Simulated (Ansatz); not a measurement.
# ZnS (F-43m): the equilibrium volume

Aim: the volume at which the pressure of ZnS (F-43m) vanishes.

Program: Ansatz 0.2.0. Level of theory: DFT PBEsol, scalar-relativistic, plane waves, PAW. These are calculated values, not measurements.

3 further runs of the same task are left out: 3 set aside as unsound or not needed.

## 1. The starting structure

The structure is cubic, space group F-43m (No. 216). Conventional cell: a = 5.387 Å, b = 5.387 Å, c = 5.387 Å, α = 90.00°, β = 90.00°, γ = 90.00°. Around Zn (site symmetry -43m) lie 4 S at 2.33 Å. Around S (site symmetry -43m) lie 4 Zn at 2.33 Å.

Coordinates:

```xyz
2
Lattice="0.0000 2.6937 2.6937 2.6937 0.0000 2.6937 2.6937 2.6937 0.0000" Properties=species:S:1:pos:R:3 pbc="T T T"
Zn    0.0000    0.0000    0.0000
S     1.3468    1.3468    1.3468
```

## 2. The first run (PBEsol, 6×6×6 mesh)

File input.yaml:

```yaml
crystal:
  lattice:
    - [0.0, 2.6936828773, 2.6936828773]
    - [2.6936828773, 0.0, 2.6936828773]
    - [2.6936828773, 2.6936828773, 0.0]
  atoms:
    - { symbol: Zn, position: [0.0, 0.0, 0.0] }
    - { symbol: S, position: [0.25, 0.25, 0.25] }
basis:
  ecutwfc: 420
kpoints:
  mp_grid: { grid: [6, 6, 6] }
hamiltonian:
  xc: pbesol
scf:
  occupations: { method: gaussian, width: 0.1 }
output:
  forces: true
  stress: true
  eigenvalues: true
```

On the command line:

```sh
$ ansatz run input.yaml --threads 8 --pin off --max-ram 16384MiB --backend cpu --events-out ev --progress --plain --runs-dir out
```

Log, shortened:

```text
Warning: RAYON_NUM_THREADS=8 ignored (pool sized by the plan → 8); use --threads N
[...]
Pseudopotentials: kind: paw
Pseudopotential: Zn, paw, valence charge 12, recommended cutoff 420 eV (normal), Zn.paw.azcp
Pseudopotential: S, paw, valence charge 6, recommended cutoff 420 eV (normal), S.paw.azcp
Functional definition: PBEsol
[...]
Crystal: 2 atoms, lattice volume = 39.090 Å³
Basis set: ecut = 420 eV, 749 PW (Γ), exchange–correlation on 54×54×54 points (8 copies of the dense FFT grid, shifted against one another)
Bands: 13, of which v1, the nominal top of the filled ones, is band 9 counted from 1 (8 counted from 0)
Symmetry: 24 space group operations
Space group: F-43m (ITA 216), of the structure as read, at distance tolerance 3.4e-5 Å
k-points: 16 of 216 (time reversal used)
[...]
SCF iter   1: F=—  HF=-4167.438323 eV  |F-HF|=—  |Δ(HF+E_count)|=         —  Δρ=5.38e-3  dr2=1.33e-2  ethr=1.77e-3  ⟨swp⟩=5.2  Hψ=1212  notcnv=0
[...]
SCF iter   6: F=-4167.434141 eV  HF=-4167.434141 eV  |F-HF|=7.06e-10  |Δ(HF+E_count)|=   1.21e-7  Δρ=4.19e-6  dr2=3.86e-9  ethr=5.29e-10  ⟨swp⟩=2.9  Hψ=833  notcnv=0
[...]
SCF converged after 6 iterations
Free energy (F): -4167.434141 eV
[...]
E sigma→0 (E₀):  -4167.434141 eV
Fermi energy:    6.818107 eV
[...]
--- Forces (eV/Å), atoms counted from 1 ---
  atom   1  Zn     0.00000000     0.00000000    -0.00000000
  atom   2  S     -0.00000000     0.00000000     0.00000000
[...]
--- Stress (GPa, compression-positive) ---
       -1.290004      -0.000000      -0.000000
        0.000000      -1.290004       0.000000
       -0.000000       0.000000      -1.290004
  P = ⅓ Tr σ = -1.2900 GPa (-12.900 kbar)
--- Band table (eV; the first three rows and the last of 16) ---
  k-point 0: bands = ["-7.4093", "-0.6036", "-0.6036", "-0.6036", "-0.0937", "-0.0937", "5.8102", "5.8102", "5.8102", "7.8206", "12.0749", "12.0749", "12.0749"]
[...]
```

It took 0.3 s on 8 threads of Arm Neoverse V2, shared host; peak memory 0.32 GiB.

Result: volume 19.545 Å³/atom, pressure -1.29 GPa, mesh gap 2.01 eV.

## 3. Relaxing cell and atoms

input.yaml: that of step 2 with these lines changed.

```diff
@@ -11,3 +11,3 @@
 kpoints:
-  mp_grid: { grid: [6, 6, 6] }
+  mp_grid: { grid: [8, 8, 8] }
 hamiltonian:
@@ -15,3 +15,3 @@
 scf:
-  occupations: { method: gaussian, width: 0.1 }
+  occupations: { method: gaussian, width: 0.02 }
 output:
@@ -20 +20,10 @@
   eigenvalues: true
+  write_density: true
+  write_potential: true
+  elf: true
+  volumetric_format: npy
+relax:
+  adjacent_minimum: "off"
+  f_tol: 0.005
+  max_steps: 80
+  cell: { stress_tol: 0.05 }
```

On the command line:

```sh
$ ansatz run input.yaml --threads 8 --pin off --max-ram 16384MiB --backend cpu --events-out ev --progress --plain --runs-dir out
```

Log:

```text
Warning: RAYON_NUM_THREADS=8 ignored (pool sized by the plan → 8); use --threads N
Engine: ansatz 0.2.0, aarch64-unknown-linux-gnu
Pseudopotentials: kind: paw
Pseudopotential: Zn, paw, valence charge 12, recommended cutoff 420 eV (normal), Zn.paw.azcp
Pseudopotential: S, paw, valence charge 6, recommended cutoff 420 eV (normal), S.paw.azcp
Functional definition: PBEsol
  exchange = pbesol_x
  correlation = pbesol_c
Crystal: 2 atoms, lattice volume = 39.090 Å³
Basis set: ecut = 420 eV, 749 PW (Γ), exchange–correlation on 54×54×54 points (8 copies of the dense FFT grid, shifted against one another)
Bands: 13, of which v1, the nominal top of the filled ones, is band 9 counted from 1 (8 counted from 0)
Symmetry: 24 space group operations
Space group: F-43m (ITA 216), of the structure as read, at distance tolerance 3.4e-5 Å
k-points: 29 of 512 (time reversal used)
Non-local potential: Zn, projectors of the file, l = 0: 2, l = 1: 2, l = 2: 3, l = 3: 1
Non-local potential: S, projectors of the file, l = 0: 2, l = 1: 2, l = 2: 2
PAW form: soft (Blöchl's): semilocal exchange-correlation on the pseudo side does not see the compensation charge
PAW frozen core: Zn, regenerated for the run's functional, and the local potential with it (the file was generated under x = pbe(κ = 0.804, μ = 0.2195149727645171), c = pbe(β = 0.06672455060314922))
PAW frozen core: S, regenerated for the run's functional, and the local potential with it (the file was generated under x = pbe(κ = 0.804, μ = 0.2195149727645171), c = pbe(β = 0.06672455060314922))
PAW one-centre angular grid: Zn, 590 points (default); XC on 64 Gauss nodes
PAW one-centre angular grid: S, 110 points (default); XC on 64 Gauss nodes
Initial density: superposition of atomic densities (neutral atoms: chi_scale 0, normalization atom), corrected by the library's trained network
Initial wavefunctions: pseudopotential atomic-orbital guess
Functional: x = pbesol(κ = 0.804, μ = 0.12345679012345678), c = pbesol(β = 0.046)
SCF iter   1: F=—  HF=-4167.441668 eV  |F-HF|=—  |Δ(HF+E_count)|=         —  Δρ=5.49e-3  dr2=1.40e-2  ethr=1.77e-3  ⟨swp⟩=5.9  Hψ=2270  notcnv=0
preconditioner: auto → none  [insulator: Δε(μ)=1.956 eV  Ē_g=12.141 eV  σ=0.020 eV  W_gap=1.00  n_scr=14 (ndim 8)  ℏωp=25.2 eV  f_vac=0.025  D(μ)=0.00/eV (n_scr^D=0)  ε∞_Penn≈5.3]
SCF iter   2: F=—  HF=-4167.437319 eV  |F-HF|=—  |Δ(HF+E_count)|=   4.35e-3  Δρ=8.97e-4  dr2=1.59e-4  ethr=7.78e-5  ⟨swp⟩=3.0  Hψ=986  notcnv=0
SCF iter   3: F=—  HF=-4167.437351 eV  |F-HF|=—  |Δ(HF+E_count)|=   3.18e-5  Δρ=7.24e-4  dr2=1.11e-4  ethr=8.84e-7  ⟨swp⟩=2.0  Hψ=606  notcnv=0
SCF iter   4: F=—  HF=-4167.437365 eV  |F-HF|=—  |Δ(HF+E_count)|=   1.40e-5  Δρ=2.66e-4  dr2=2.24e-5  ethr=6.16e-7  ⟨swp⟩=2.0  Hψ=609  notcnv=0
SCF iter   5: F=—  HF=-4167.437365 eV  |F-HF|=—  |Δ(HF+E_count)|=   2.05e-7  Δρ=2.34e-5  dr2=1.02e-7  ethr=1.24e-7  ⟨swp⟩=2.0  Hψ=609  notcnv=0
SCF iter   6: F=-4167.437365 eV  HF=-4167.437365 eV  |F-HF|=8.66e-10  |Δ(HF+E_count)|=   1.25e-7  Δρ=4.72e-6  dr2=4.84e-9  ethr=5.56e-10  ⟨swp⟩=8.6  Hψ=2660  notcnv=0
SCF 1 converged in 6 iterations: F = -4167.437365 eV  dr2 = 4.84e-9
relax step   1: F+E_penalty+E_count = -4167.43736514 eV  Δ(F+E_penalty+E_count) = +0.000e0 eV  max|allowed force component| = 2.128e-16 eV/Å  Δτ_max = 0.0000 Å  P = -1.309 GPa  Ω = 39.090 Å³  (6 SCF iters, dr2 threshold 1.00e-7 eV, accepted)
Crystal: 2 atoms, lattice volume = 38.706 Å³
Initial density: handed on by an earlier stage of this run
Initial wavefunctions: those handed on with the density
iter 1 solved again at ethr=4.58e-7 eV; its pass at ethr=3.10e-3 eV (dr2=8.24e-5 eV) is discarded
SCF iter   1: F=—  HF=-4167.439789 eV  |F-HF|=—  |Δ(HF+E_count)|=         —  Δρ=4.96e-4  dr2=7.77e-5  ethr=4.58e-7  ⟨swp⟩=2.0  Hψ=2639  notcnv=0
preconditioner: auto → none  [insulator: Δε(μ)=2.055 eV  Ē_g=12.214 eV  σ=0.020 eV  W_gap=1.00  n_scr=14 (ndim 8)  ℏωp=25.3 eV  f_vac=0.018  D(μ)=0.00/eV (n_scr^D=0)  ε∞_Penn≈5.3]
SCF iter   2: F=—  HF=-4167.439780 eV  |F-HF|=—  |Δ(HF+E_count)|=   8.90e-6  Δρ=1.52e-4  dr2=1.03e-5  ethr=4.32e-7  ⟨swp⟩=2.6  Hψ=598  notcnv=0
SCF iter   3: F=—  HF=-4167.439779 eV  |F-HF|=—  |Δ(HF+E_count)|=   9.17e-7  Δρ=1.62e-4  dr2=5.12e-6  ethr=5.71e-8  ⟨swp⟩=2.0  Hψ=609  notcnv=0
SCF iter   4: F=-4167.439778 eV  HF=-4167.439778 eV  |F-HF|=1.28e-7  |Δ(HF+E_count)|=   1.01e-6  Δρ=1.31e-5  dr2=6.41e-8  ethr=1.11e-9  ⟨swp⟩=6.9  Hψ=2467  notcnv=0
SCF 2 converged in 4 iterations: F = -4167.439778 eV  dr2 = 6.41e-8
relax step   2: F+E_penalty+E_count = -4167.43977803 eV  Δ(F+E_penalty+E_count) = -2.413e-3 eV  max|allowed force component| = 3.238e-17 eV/Å  Δτ_max = 0.0000 Å  P = -0.570 GPa  Ω = 38.706 Å³  energy of the carried Pulay correction = +1.501e-4 eV  (4 SCF iters, dr2 threshold 2.00e-7 eV, accepted)
Crystal: 2 atoms, lattice volume = 38.415 Å³
iter 1 solved again at ethr=2.99e-7 eV; its pass at ethr=3.10e-3 eV (dr2=5.39e-5 eV) is discarded
SCF iter   1: F=—  HF=-4167.440403 eV  |F-HF|=—  |Δ(HF+E_count)|=         —  Δρ=3.86e-4  dr2=4.87e-5  ethr=2.99e-7  ⟨swp⟩=2.0  Hψ=2607  notcnv=0
preconditioner: auto → none  [insulator: Δε(μ)=2.087 eV  Ē_g=12.252 eV  σ=0.020 eV  W_gap=1.00  n_scr=14 (ndim 8)  ℏωp=25.4 eV  f_vac=0.016  D(μ)=0.00/eV (n_scr^D=0)  ε∞_Penn≈5.3]
SCF iter   2: F=—  HF=-4167.440400 eV  |F-HF|=—  |Δ(HF+E_count)|=   3.02e-6  Δρ=1.22e-4  dr2=6.11e-6  ethr=2.70e-7  ⟨swp⟩=3.0  Hψ=638  notcnv=0
SCF iter   3: F=—  HF=-4167.440400 eV  |F-HF|=—  |Δ(HF+E_count)|=   1.45e-7  Δρ=1.27e-4  dr2=3.15e-6  ethr=3.39e-8  ⟨swp⟩=2.0  Hψ=609  notcnv=0
SCF iter   4: F=-4167.440399 eV  HF=-4167.440399 eV  |F-HF|=1.43e-7  |Δ(HF+E_count)|=   5.67e-7  Δρ=1.41e-5  dr2=6.55e-8  ethr=1.11e-9  ⟨swp⟩=6.8  Hψ=2421  notcnv=0
SCF 3 converged in 4 iterations: F = -4167.440399 eV  dr2 = 6.55e-8
relax step   3: F+E_penalty+E_count = -4167.44039905 eV  Δ(F+E_penalty+E_count) = -6.210e-4 eV  max|allowed force component| = 1.018e-16 eV/Å  Δτ_max = 0.0000 Å  P = +0.017 GPa  Ω = 38.415 Å³  energy of the carried Pulay correction = +2.647e-4 eV  (4 SCF iters, dr2 threshold 2.00e-7 eV, accepted)
Initial wavefunctions: pseudopotential atomic-orbital guess (no wavefunctions were taken with the density)
iter 1 solved again at ethr=2.05e-7 eV; its pass at ethr=3.10e-3 eV (dr2=3.69e-5 eV) is discarded
SCF iter   1: F=—  HF=-4167.440152 eV  |F-HF|=—  |Δ(HF+E_count)|=         —  Δρ=1.83e-5  dr2=4.86e-8  ethr=2.05e-7  ⟨swp⟩=3.1  Hψ=3260  notcnv=0
preconditioner: auto → none  [insulator: Δε(μ)=2.086 eV  Ē_g=12.254 eV  σ=0.020 eV  W_gap=1.00  n_scr=14 (ndim 8)  ℏωp=25.4 eV  f_vac=0.018  D(μ)=0.00/eV (n_scr^D=0)  ε∞_Penn≈5.3]
SCF iter   2: F=—  HF=-4167.440158 eV  |F-HF|=—  |Δ(HF+E_count)|=   5.84e-6  Δρ=4.61e-5  dr2=4.04e-7  ethr=2.70e-10  ⟨swp⟩=3.0  Hψ=758  notcnv=0
SCF iter   3: F=—  HF=-4167.440158 eV  |F-HF|=—  |Δ(HF+E_count)|=   4.48e-8  Δρ=7.02e-6  dr2=1.80e-8  ethr=2.70e-10  ⟨swp⟩=2.0  Hψ=632  notcnv=0
SCF iter   4: F=—  HF=-4167.440158 eV  |F-HF|=—  |Δ(HF+E_count)|=   1.76e-8  Δρ=2.15e-6  dr2=1.03e-9  ethr=9.99e-11  ⟨swp⟩=2.0  Hψ=609  notcnv=0
SCF iter   5: F=—  HF=-4167.440158 eV  |F-HF|=—  |Δ(HF+E_count)|=  6.18e-11  Δρ=4.87e-7  dr2=6.91e-11  ethr=5.75e-12  ⟨swp⟩=3.0  Hψ=642  notcnv=0
SCF iter   6: F=-4167.440158 eV  HF=-4167.440158 eV  |F-HF|=2.73e-12  |Δ(HF+E_count)|=  3.55e-11  Δρ=4.35e-8  dr2=4.92e-13  ethr=1.00e-12  ⟨swp⟩=5.2  Hψ=1544  notcnv=0
SCF 4 converged in 6 iterations: F = -4167.440158 eV  dr2 = 4.92e-13
relax step   4: F+E_penalty+E_count = -4167.44015752 eV  Δ(F+E_penalty+E_count) = +2.415e-4 eV  max|allowed force component| = 6.245e-17 eV/Å  Δτ_max = 0.0000 Å  P = +0.015 GPa  Ω = 38.415 Å³  stress off target by 1.55e-2 GPa  SCF on the basis re-selected at this cell (its energy is not comparable with the rows above)  (6 SCF iters)
basis re-selected at this cell: Δ(F+E_penalty+E_count) = +2.415e-4 eV, ΔP = -0.002 GPa vs the last step (what re-selecting the basis moved, of the pressure what is left beyond the Pulay correction that the steps carried, after the strain that the cell walked since its last selection, with what the two solves' SCF thresholds leave and, on support functions, any second-order correction that the steps lacked; it is no measure of the basis error at this ecutwfc). This SCF's stress stands 1.55e-2 GPa from its target on what of the cell is left free (relax.cell.stress_tol is 5.00e-2 GPa) and its largest allowed force component is 6.25e-17 eV/Å (relax.f_tol is 5.00e-3 eV/Å): within both
SCF converged after 6 iterations
Free energy (F): -4167.440158 eV
Harris-Foulkes:  -4167.440158 eV  (|F-HF|=2.73e-12)
Internal energy: -4167.440158 eV  (E = F + TS)
E sigma→0 (E₀):  -4167.440158 eV
Fermi energy:    7.082291 eV
--- Per-component energies (eV) ---
  E_band       = 7.333608
  E_kinetic    = 238.647736
  E_local      = -2024.225969  (includes V_loc(G=0)·N_el)
  E_nonlocal   = 643.840400
  E_hartree    = 845.151458
  E_xc         = -232.138019
  E_vxc        = -140.346210  (∫ρ·V_xc dr)
  E_paw        = -2374.998023  (= ΣΔE_a)
  E_vpaw       = -400.884891  (= ΣTr[D̂ρ^β])
  E_aug_tail   = -0.000370  (compensation charges beyond the density's cutoff)
  E_ewald      = -1264.576676
  E_core_change = 0.859304  (= ΣΔE_core)
  E_smearing   = -0.000000  (= −TS)
  E_closure    = 0.000000  (closes the sum)
  Σ components = -4167.440158   (vs F -4167.440158, Δ=0.00e0)
--- Forces (eV/Å), atoms counted from 1 ---
  atom   1  Zn     0.00000000    -0.00000000    -0.00000000
  atom   2  S     -0.00000000     0.00000000     0.00000000
  max |Σ_I F_I| component: 3.70e-17 eV/Å
--- Stress (GPa, compression-positive) ---
        0.015472      -0.000000      -0.000000
       -0.000000       0.015472       0.000000
       -0.000000       0.000000       0.015472
  P = ⅓ Tr σ = 0.0155 GPa (0.155 kbar)
--- Band table (eV; the first three rows and the last of 29) ---
  k-point 0: bands = ["-7.3064", "-0.4461", "-0.4461", "-0.4461", "0.0854", "0.0854", "6.0391", "6.0391", "6.0391", "8.1253", "12.2908", "12.2908", "12.2908"]
  k-point 1: bands = ["-7.1822", "-0.4489", "-0.4238", "-0.4238", "0.0834", "0.0834", "4.8793", "5.8820", "5.8820", "8.9616", "12.2068", "12.5542", "12.5542"]
  k-point 2: bands = ["-6.8562", "-0.4112", "-0.3751", "-0.3751", "0.0866", "0.0866", "3.1011", "5.5418", "5.5418", "9.4706", "12.8955", "12.9313", "12.9313"]
  k-point 28: bands = ["-5.9673", "-0.3192", "-0.1462", "0.0128", "0.0445", "0.5170", "1.2725", "3.1055", "3.1774", "11.5812", "12.1311", "13.8198", "14.0610"]
--- Relaxed structure (3 steps of the walk, 3 accepted, 1 SCFs on fresh bases) ---
  F+E_penalty+E_count = -4167.44015752 eV   max|allowed force component| = 6.245e-17 eV/Å   (the final SCF, on the basis selected at the relaxed cell)
  cell:  # Å, volume = 38.4148 Å³
    - [8.025210951810553e-34, 2.6780747398523976, 2.6780747398523976]
    - [2.6780747398523976, 2.0763641034049526e-33, 2.6780747398523976]
    - [2.6780747398523976, 2.6780747398523976, 1.936241372500324e-33]
  atoms:
    - { symbol: Zn, position: [-9.830977862497363e-35, 1.9364047304919046e-34, 3.3067834628400215e-34] }
    - { symbol: S, position: [0.25, 0.25, 0.25] }
```

Run time: 1.3 s. Hardware: 8 threads of Arm Neoverse V2, shared host; peak memory 0.38 GiB.

The steps of the relaxation:

| step | energy from step 1 (meV/atom) | largest force component (eV/Å) | pressure (GPa) | volume (Å³/atom) |
| --- | --- | --- | --- | --- |
| 1 | 0.0 | 0.000 | -1.31 | 19.545 |
| 2 | -1.2 | 0.000 | -0.57 | 19.353 |
| 3 | -1.5 | 0.000 | 0.02 | 19.207 |
| 4 | -1.4 | 0.000 | 0.02 | 19.207 |

Step 1 is the start. Step 4 repeats the geometry before it on a plane-wave basis chosen anew for the final cell, which shifts the energy by +0.1 meV/atom.

Result: volume 19.207 Å³/atom, pressure 0.02 GPa, gap on the mesh 2.09 eV.

## 4. The cell, before and after

The cell before and after:

| cell as typed | before | after | change |
| --- | --- | --- | --- |
| a (Å) | 3.809 | 3.787 | -0.6 % |
| b (Å) | 3.809 | 3.787 | -0.6 % |
| c (Å) | 3.809 | 3.787 | -0.6 % |
| volume (Å³/atom) | 19.545 | 19.207 | -1.7 % |
| shortest distance (Å) | 2.333 | 2.319 | -0.6 % |
| space group | F-43m | F-43m | same |

## 5. Summary of results

| quantity | value |
| --- | --- |
| volume | 19.207 Å³/atom |
| pressure | 0.02 GPa |
| conventional cell | a = 5.356 Å, b = 5.356 Å, c = 5.356 Å, α = 90.00°, β = 90.00°, γ = 90.00° |
| gap on the mesh | 2.09 eV |

What this shows: From the first run shown, the volume went from 19.55 to 19.21 Å³/atom (-1.7 %) in 2 runs, where the pressure is zero within 0.02 GPa.

These are semilocal Kohn-Sham gaps, which aren't the measured quantity. Such gaps usually fall short of the measured ones.
